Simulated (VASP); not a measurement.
# ZnO (P6_3/mmc) in VASP: settings compared, part 2 of 3

VASP 6.6.1. Earlier steps stand in the parts before.

## (3) Band structure, PBE

POSCAR reads:

```
ZnO
1.0
    3.2879671587      0.0000000000      0.0000000000
   -1.6439835793      2.8474630862      0.0000000000
    0.0000000000      0.0000000000      7.1304413500
Zn O
2 2
Direct
    0.0000000000      0.0000000000      0.2500000000
    0.0000000000      0.0000000000      0.7500000000
    0.6666666667      0.3333333333      0.7500000000
    0.3333333333      0.6666666667      0.2500000000
```

INCAR.step1 reads:

```
SYSTEM = ZnO
ALGO     = Fast           ! electronic algorithm
EDIFF    = 1E-7           ! SCF threshold, eV
ENCUT    = 520            ! plane-wave cutoff, eV
GGA      = PE             ! functional
ISIF     = 2              ! what is computed and relaxed
ISMEAR   = 0              ! smearing method
LASPH    = .TRUE.         ! aspherical terms in the spheres
LCHARG   = .TRUE.         ! write CHGCAR
LREAL    = .FALSE.        ! projectors in reciprocal space
LWAVE    = .FALSE.        ! write WAVECAR
NELM     = 100            ! most SCF steps
PREC     = Accurate       ! precision mode
SIGMA    = 0.02           ! smearing width, eV
```

KPOINTS.step1 reads:

```
k-points
0
G
  10 10 4
  0 0 0
```

INCAR.step2 reads:

```
SYSTEM = ZnO
ALGO     = Fast           ! electronic algorithm
EDIFF    = 1E-7           ! SCF threshold, eV
ENCUT    = 520            ! plane-wave cutoff, eV
GGA      = PE             ! functional
ICHARG   = 11             ! starting density
ISIF     = 2              ! what is computed and relaxed
ISMEAR   = 0              ! smearing method
LASPH    = .TRUE.         ! aspherical terms in the spheres
LCHARG   = .FALSE.        ! write CHGCAR
LREAL    = .FALSE.        ! projectors in reciprocal space
LWAVE    = .FALSE.        ! write WAVECAR
NELM     = 100            ! most SCF steps
PREC     = Accurate       ! precision mode
SIGMA    = 0.05           ! smearing width, eV
```

KPOINTS.step2 reads:

```
path GMKGALHA,LM,KH
15
line-mode
reciprocal
 0.0000000000  0.0000000000  0.0000000000  G
 0.5000000000  0.0000000000  0.0000000000  M

 0.5000000000  0.0000000000  0.0000000000  M
 0.3333333333  0.3333333333  0.0000000000  K

 0.3333333333  0.3333333333  0.0000000000  K
 0.0000000000  0.0000000000  0.0000000000  G

 0.0000000000  0.0000000000  0.0000000000  G
 0.0000000000  0.0000000000  0.5000000000  A

 0.0000000000  0.0000000000  0.5000000000  A
 0.5000000000  0.0000000000  0.5000000000  L

 0.5000000000  0.0000000000  0.5000000000  L
 0.3333333333  0.3333333333  0.5000000000  H

 0.3333333333  0.3333333333  0.5000000000  H
 0.0000000000  0.0000000000  0.5000000000  A

 0.5000000000  0.0000000000  0.5000000000  L
 0.5000000000  0.0000000000  0.0000000000  M

 0.3333333333  0.3333333333  0.0000000000  K
 0.3333333333  0.3333333333  0.5000000000  H
```

Potentials or basis: VASP PAW PBE potentials, release 64 (Zn, O).

Launch:

```sh
$ cat potpaw_PBE.64/Zn/POTCAR potpaw_PBE.64/O/POTCAR > POTCAR
$ cp INCAR.step1 INCAR
$ cp KPOINTS.step1 KPOINTS
$ mpirun -np 1 vasp_std > vasp.out
$ cp INCAR.step2 INCAR
$ cp KPOINTS.step2 KPOINTS
$ mpirun -np 1 vasp_std > vasp.out
```

Run time: 64 s. Hardware: 1 thread of Intel Xeon 6975P-C (Granite Rapids), shared host; peak memory 0.29 GiB.

Results (log left out):

- Band gap on the k mesh: 0.82 eV, direct
- Band gap along the path: 0.82 eV, direct

Levels at the corners of the path, in eV from the valence-band top:
```
point  band 16  band 17  band 18  band 19  band 20  band 21
    Γ    -0.01     0.00     0.00     0.82     3.36     5.17
    M    -1.79    -0.91    -0.90     4.90     5.50     6.22
    M    -1.79    -0.91    -0.90     4.90     5.50     6.22
    K    -3.35    -0.71    -0.71     5.06     6.38     8.69
    K    -3.35    -0.71    -0.71     5.06     6.38     8.69
    Γ    -0.01     0.00     0.00     0.82     3.36     5.17
    Γ    -0.01     0.00     0.00     0.82     3.36     5.17
    A     0.00     0.00     0.00     1.94     1.94     7.26
    A     0.00     0.00     0.00     1.94     1.94     7.26
    L    -1.83    -0.88    -0.88     5.02     5.02     7.67
    L    -1.83    -0.88    -0.88     5.02     5.02     7.67
    H    -3.68    -0.70    -0.70     5.81     5.81     9.18
    H    -3.68    -0.70    -0.70     5.81     5.81     9.19
    A     0.00     0.00     0.00     1.94     1.94     7.26
    L    -1.83    -0.88    -0.88     5.02     5.02     7.67
    M    -1.79    -0.91    -0.90     4.90     5.50     6.22
    K    -3.35    -0.71    -0.71     5.06     6.38     8.69
    H    -3.68    -0.70    -0.70     5.81     5.81     9.19
```

Caveat: the log is that of the step along the path at fixed density, whose energy, stress, charges and moments have no meaning.

## (4) Band structure, PBEsol

POSCAR is that of step 3.

Edit INCAR.step1 of step 3 so:

```diff
@@ -4,3 +4,3 @@
 ENCUT    = 520            ! plane-wave cutoff, eV
-GGA      = PE             ! functional
+GGA      = PS             ! functional
 ISIF     = 2              ! what is computed and relaxed
```

KPOINTS.step1 is that of step 3.

Edit INCAR.step2 of step 3 so:

```diff
@@ -4,3 +4,3 @@
 ENCUT    = 520            ! plane-wave cutoff, eV
-GGA      = PE             ! functional
+GGA      = PS             ! functional
 ICHARG   = 11             ! starting density
```

KPOINTS.step2 is that of step 3.

Launch:

```sh
$ cat potpaw_PBE.64/Zn/POTCAR potpaw_PBE.64/O/POTCAR > POTCAR
$ cp INCAR.step1 INCAR
$ cp KPOINTS.step1 KPOINTS
$ mpirun -np 1 vasp_std > vasp.out
$ cp INCAR.step2 INCAR
$ cp KPOINTS.step2 KPOINTS
$ mpirun -np 1 vasp_std > vasp.out
```

Wall time 61 s (1 thread of Intel Xeon 6975P-C (Granite Rapids), shared host); peak memory 0.29 GiB.

Results (log left out):

```
Band gap on the k mesh  : 0.75 eV, direct
Band gap along the path : 0.75 eV, direct
```

Levels at the corners of the path, in eV from the valence-band top:
| point | band 16 | band 17 | band 18 | band 19 | band 20 | band 21 |
| --- | --- | --- | --- | --- | --- | --- |
| Γ | -0.01 | 0.00 | 0.00 | 0.75 | 3.29 | 5.10 |
| M | -1.81 | -0.91 | -0.90 | 4.82 | 5.46 | 6.11 |
| M | -1.81 | -0.91 | -0.90 | 4.82 | 5.46 | 6.11 |
| K | -3.35 | -0.70 | -0.70 | 4.99 | 6.34 | 8.56 |
| K | -3.35 | -0.70 | -0.70 | 4.99 | 6.34 | 8.56 |
| Γ | -0.01 | 0.00 | 0.00 | 0.75 | 3.29 | 5.10 |
| Γ | -0.01 | 0.00 | 0.00 | 0.75 | 3.29 | 5.10 |
| A | 0.00 | 0.00 | 0.00 | 1.88 | 1.88 | 7.18 |
| A | 0.00 | 0.00 | 0.00 | 1.88 | 1.88 | 7.18 |
| L | -1.85 | -0.87 | -0.87 | 4.95 | 4.95 | 7.55 |
| L | -1.85 | -0.87 | -0.87 | 4.95 | 4.95 | 7.55 |
| H | -3.68 | -0.69 | -0.69 | 5.76 | 5.76 | 9.05 |
| H | -3.68 | -0.69 | -0.69 | 5.76 | 5.76 | 9.05 |
| A | 0.00 | 0.00 | 0.00 | 1.88 | 1.88 | 7.18 |
| L | -1.85 | -0.87 | -0.87 | 4.95 | 4.95 | 7.55 |
| M | -1.81 | -0.91 | -0.90 | 4.82 | 5.46 | 6.11 |
| K | -3.35 | -0.70 | -0.70 | 4.99 | 6.34 | 8.56 |
| H | -3.68 | -0.69 | -0.69 | 5.76 | 5.76 | 9.05 |

Caveat: the log is that of the step along the path at fixed density, whose energy, stress, charges and moments have no meaning; the PAW data sets were made with another functional, which shifts forces and pressure a little.

## (5) Band structure, r2SCAN

INCAR reads:

```
SYSTEM = ZnO
ALGO     = Normal         ! electronic algorithm
EDIFF    = 1E-7           ! SCF threshold, eV
ENCUT    = 520            ! plane-wave cutoff, eV
ISIF     = 2              ! what is computed and relaxed
ISMEAR   = 0              ! smearing method
LASPH    = .TRUE.         ! aspherical terms in the spheres
LCHARG   = .FALSE.        ! write CHGCAR
LMIXTAU  = .TRUE.       
LREAL    = .FALSE.        ! projectors in reciprocal space
LWAVE    = .FALSE.        ! write WAVECAR
METAGGA  = R2SCAN         ! meta-GGA
NELM     = 100            ! most SCF steps
PREC     = Accurate       ! precision mode
SIGMA    = 0.02           ! smearing width, eV
```

KPOINTS reads:

```
k-points
0
G
  10 10 4
  0 0 0
```

POSCAR is that of step 4.

KPOINTS_OPT reads:

```
path GMKGALHA,LM,KH
15
line-mode
reciprocal
 0.0000000000  0.0000000000  0.0000000000  G
 0.5000000000  0.0000000000  0.0000000000  M

 0.5000000000  0.0000000000  0.0000000000  M
 0.3333333333  0.3333333333  0.0000000000  K

 0.3333333333  0.3333333333  0.0000000000  K
 0.0000000000  0.0000000000  0.0000000000  G

 0.0000000000  0.0000000000  0.0000000000  G
 0.0000000000  0.0000000000  0.5000000000  A

 0.0000000000  0.0000000000  0.5000000000  A
 0.5000000000  0.0000000000  0.5000000000  L

 0.5000000000  0.0000000000  0.5000000000  L
 0.3333333333  0.3333333333  0.5000000000  H

 0.3333333333  0.3333333333  0.5000000000  H
 0.0000000000  0.0000000000  0.5000000000  A

 0.5000000000  0.0000000000  0.5000000000  L
 0.5000000000  0.0000000000  0.0000000000  M

 0.3333333333  0.3333333333  0.0000000000  K
 0.3333333333  0.3333333333  0.5000000000  H
```

Potentials or basis: VASP PAW PBE potentials, release 64 (Zn, O).

Launch:

```sh
$ cat potpaw_PBE.64/Zn/POTCAR potpaw_PBE.64/O/POTCAR > POTCAR
$ mpirun -np 1 vasp_std > vasp.out
```

OUTCAR:

```text
SYSTEM = ZnO
   EDIFF = 1E-7
   ENCUT = 520
   ISIF = 2
   ISMEAR = 0
   LASPH = .TRUE.
   LREAL = .FALSE.
   METAGGA = R2SCAN
   NELM = 100
   PREC = Accurate

 ion  position               nearest neighbor table
   1  0.000  0.000  0.250-   4 1.90   4 1.90   4 1.90
   2  0.000  0.000  0.750-   3 1.90   3 1.90   3 1.90
   3  0.667  0.333  0.750-   2 1.90   2 1.90   2 1.90
   4  0.333  0.667  0.250-   1 1.90   1 1.90   1 1.90

  LATTYP: Found a hexagonal cell.
 ALAT       =     3.2879671587
 C/A-ratio  =     2.1686473757

  Lattice vectors:

 A1 = (   3.2879671587,   0.0000000000,   0.0000000000)
 A2 = (  -1.6439835793,   2.8474630862,   0.0000000000)
 A3 = (   0.0000000000,   0.0000000000,   7.1304413500)

Analysis of symmetry for initial positions (statically):
=====================================================================
 Subroutine PRICEL returns:
 Original cell was already a primitive cell.

 Routine SETGRP: Setting up the symmetry group for a
 hexagonal supercell.

 Subroutine GETGRP returns: Found 24 space group operations
 (whereof 12 operations were pure point group operations)
[... 170 lines left out ...]

 E-fermi :  -0.9726     XC(G=0):  -9.5626

 val. band max:       -1.0766798483   @ k =   0.0000   0.0000   0.0000
 cond. band min:       0.0571814179   @ k =   0.0000   0.0000   0.0000
 fundamental gap:      1.1338612662
 Fermi energy:        -0.9726306966

 k-point     1 :       0.0000    0.0000    0.0000
  band No.  band energies     occupation
      1     -19.5657      2.00000
      2     -19.4894      2.00000
      3      -7.3283      2.00000
      4      -7.3282      2.00000
      5      -7.3134      2.00000
      6      -7.3133      2.00000
[... 589 lines left out ...]
     21       6.4795      0.00000
     22       7.9378      0.00000

 [... further k-points ...]

------------------------ aborting loop because EDIFF is reached ----------------------------------------

  FORCE on cell =-STRESS in cart. coord.  units (eV):
  Direction    XX          YY          ZZ          XY          YZ          ZX
  --------------------------------------------------------------------------------------
  -------------------------------------------------------------------------------------
  Total       -1.9952478     -1.9952478     -0.5790397     -0.0000000     -0.0000000      0.0000000
  in kB      -47.8856566    -47.8856566    -13.8968683     -0.0000000     -0.0000000      0.0000000
  external PRESSURE =     -36.5560605 kB  Pullay stress =       0.0000000 kB

 VOLUME and BASIS-vectors are now :
 -----------------------------------------------------------------------------
  energy-cutoff  :      520.00
  volume of cell :       66.76
      direct lattice vectors                 reciprocal lattice vectors
     3.287967159  0.000000000  0.000000000     0.304139291  0.175594901  0.000000000
    -1.643983579  2.847463086  0.000000000     0.000000000  0.351189803  0.000000000
     0.000000000  0.000000000  7.130441350     0.000000000  0.000000000  0.140243773

 POSITION                                       TOTAL-FORCE (eV/Angst)
 -----------------------------------------------------------------------------------
      0.00000      0.00000      1.78261         0.000000     -0.000000     -0.000000
      0.00000      0.00000      5.34783        -0.000000      0.000000      0.000000
      1.64398      0.94915      5.34783        -0.000000      0.000000     -0.000000
     -0.00000      1.89831      1.78261        -0.000000      0.000000     -0.000000
 -----------------------------------------------------------------------------------
    total drift:                               -0.000000      0.000000      0.000000

  FREE ENERGIE OF THE ION-ELECTRON SYSTEM (eV)
  ---------------------------------------------------
  free  energy   TOTEN  =       -35.0979983271 eV

  energy  without entropy=      -35.0979983271  energy(sigma->0) =      -35.09799833
```

OSZICAR:

```text
N       E                     dE             d eps       ncg     rms          rms(c)
DAV:   1     0.268492321388E+03    0.26849E+03   -0.18894E+04  1848   0.215E+03
DAV:   2    -0.113826254939E+02   -0.27987E+03   -0.26770E+03  2074   0.421E+02
DAV:   3    -0.457370558274E+02   -0.34354E+02   -0.34127E+02  2040   0.158E+02
DAV:   4    -0.464830511384E+02   -0.74600E+00   -0.74504E+00  2100   0.251E+01
DAV:   5    -0.464894086068E+02   -0.63575E-02   -0.63568E-02  2108   0.215E+00    0.153E+01
DAV:   6    -0.376158207508E+02    0.88736E+01   -0.10591E+01  3214   0.853E+01    0.975E+00
DAV:   7    -0.345560894914E+02    0.30597E+01   -0.30952E+00  1884   0.158E+01    0.548E+00
DAV:   8    -0.381390562463E+02   -0.35830E+01   -0.11030E+00  2248   0.252E+01    0.115E+00
DAV:   9    -0.341297602096E+02    0.40093E+01   -0.10787E+00  2220   0.256E+01    0.983E-01
DAV:  10    -0.350338381999E+02   -0.90408E+00   -0.45466E-01  1944   0.767E+00    0.338E-01
[... 50 further cycles ...]
DAV:   9    -0.101553688898E+05   -0.92976E-07     1428
       N       E                     dE             ncg
DAV:   1     0.376291811289E+05   -0.13147E+05      404
DAV:   2     0.353287673359E+05   -0.23004E+04      420
DAV:   3     0.350583457880E+05   -0.27042E+03      438
DAV:   4     0.350524118975E+05   -0.59339E+01      474
DAV:   5     0.350523613496E+05   -0.50548E-01      468
DAV:   6     0.350523606871E+05   -0.66249E-03      462
DAV:   7     0.350523606755E+05   -0.11525E-04      468
DAV:   8     0.350523606753E+05   -0.23570E-06      428
DAV:   9     0.350523606753E+05   -0.79162E-08      324
```

Wall time 4.1 min (1 thread of Intel Xeon 6975P-C (Granite Rapids), shared host); peak memory 0.23 GiB.

What came out:

```
Free energy             : -35.0980 eV
Pressure                : -3.7 GPa
Band gap on the k mesh  : 1.13 eV, direct
Band gap along the path : 1.13 eV, direct
```

Levels at the corners of the path, in eV from the valence-band top:
| point | band 14 | band 15 | band 16 | band 17 | band 18 | band 19 | band 20 | band 21 | band 22 |
| --- | --- | --- | --- | --- | --- | --- | --- | --- | --- |
| Γ | -1.86 | -0.01 | -0.01 | 0.00 | 0.00 | 1.13 | 3.88 | 5.49 | 11.58 |
| M | -3.56 | -1.92 | -1.83 | -1.02 | -1.00 | 5.24 | 5.96 | 6.64 | 9.27 |
| M | -3.56 | -1.92 | -1.83 | -1.02 | -1.00 | 5.24 | 5.96 | 6.64 | 9.27 |
| K | -3.75 | -3.75 | -3.38 | -0.82 | -0.82 | 5.43 | 6.85 | 9.08 | 9.08 |
| K | -3.75 | -3.75 | -3.38 | -0.82 | -0.82 | 5.43 | 6.85 | 9.08 | 9.08 |
| Γ | -1.86 | -0.01 | -0.01 | 0.00 | 0.00 | 1.13 | 3.88 | 5.49 | 11.58 |
| Γ | -1.86 | -0.01 | -0.01 | 0.00 | 0.00 | 1.13 | 3.88 | 5.49 | 11.58 |
| A | -2.65 | 0.00 | 0.00 | 0.00 | 0.00 | 2.29 | 2.29 | 7.74 | 7.74 |
| A | -2.65 | 0.00 | 0.00 | 0.00 | 0.00 | 2.29 | 2.29 | 7.74 | 7.74 |
| L | -3.81 | -1.88 | -1.88 | -0.98 | -0.98 | 5.40 | 5.40 | 8.10 | 8.10 |
| L | -3.81 | -1.88 | -1.88 | -0.98 | -0.98 | 5.40 | 5.40 | 8.10 | 8.10 |
| H | -3.75 | -3.70 | -3.70 | -0.81 | -0.81 | 6.22 | 6.22 | 9.48 | 9.48 |
| H | -3.75 | -3.70 | -3.70 | -0.81 | -0.81 | 6.22 | 6.22 | 9.48 | 9.48 |
| A | -2.65 | 0.00 | 0.00 | 0.00 | 0.00 | 2.29 | 2.29 | 7.74 | 7.74 |
| L | -3.81 | -1.88 | -1.88 | -0.98 | -0.98 | 5.40 | 5.40 | 8.10 | 8.10 |
| M | -3.56 | -1.92 | -1.83 | -1.02 | -1.00 | 5.24 | 5.96 | 6.64 | 9.27 |
| K | -3.75 | -3.75 | -3.38 | -0.82 | -0.82 | 5.43 | 6.85 | 9.08 | 9.08 |
| H | -3.75 | -3.70 | -3.70 | -0.81 | -0.81 | 6.22 | 6.22 | 9.48 | 9.48 |

Caveat: the PAW data sets were made with another functional, which shifts forces and pressure a little.

(Continued in part 3 of 3.)
